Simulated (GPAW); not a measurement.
Runs of GPAW 26.7.0 on WC (Qusongite). It takes space group P-6m2 (No. 187, hexagonal). The conventional cell has a = 2.907 Å, b = 2.907 Å, c = 2.837 Å, α = 90.00°, β = 90.00°, γ = 120.00°. Around W (site symmetry -6m2) lie 6 C at 2.20 Å. C (site symmetry -6m2) has 6 W at 2.20 Å as nearest neighbours. 

```csv
potentials or basis,data set,pressure (GPa)
"PAW data sets generated in the run's folder for this functional, pw",-,5.4
"GPAW PAW data sets (gpaw-data 1.2.1), pw",-,5.4
"GPAW PAW data sets (gpaw-data 1.2.1), other valence, pw",W 6,17.0
"JTH PAW 2.0, PBE, pw","C jth, W jth",(a)
```

Alike in all rows: task band structure; level PBE; no spin polarisation; cell as given; k mesh 10 × 10 × 9; cutoff (eV) 800; smearing fermi-dirac 0.05 eV.

**Question.** Fill in the values left out.

**Answer.** (a) 6.0.

Caveats: the program truncates these outside data sets (some runs).

The runs don't all hold the same shells in valence.
